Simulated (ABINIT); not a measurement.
Crystal: HgTe (Coloradoite).

```
Hg Te
1.0
     0.00000    3.21450    3.21450
     3.21450    0.00000    3.21450
     3.21450    3.21450    0.00000
Hg Te
1 1
Direct
  0.00000 0.00000 0.00000
  0.75000 0.75000 0.75000
```

Base run:

```yaml
Program: ABINIT 10.8.3 (patched build)
Functional: AM05
Potentials_or_basis: JTH PAW PBE v2.0
Cutoff: 626 eV
k_mesh: 7 × 7 × 7
Occupations: fermi-dirac, width 0.05 eV
Spin: no spin polarisation
```

Its results: band gap on the k mesh none (metal or under the smearing width); pressure 2.5 GPa.

**Question.** After a change of settings the same cell gave: band gap on the k mesh none (metal or under the smearing width); pressure 2.1 GPa. Which change was it?
A. functional from AM05 to BLYP
B. functional from AM05 to PBEsol
C. functional from AM05 to r2SCAN
D. functional from AM05 to PW91

**Answer.** B.

Caveats: the PAW data sets were made with another functional, which shifts forces and pressure a little.
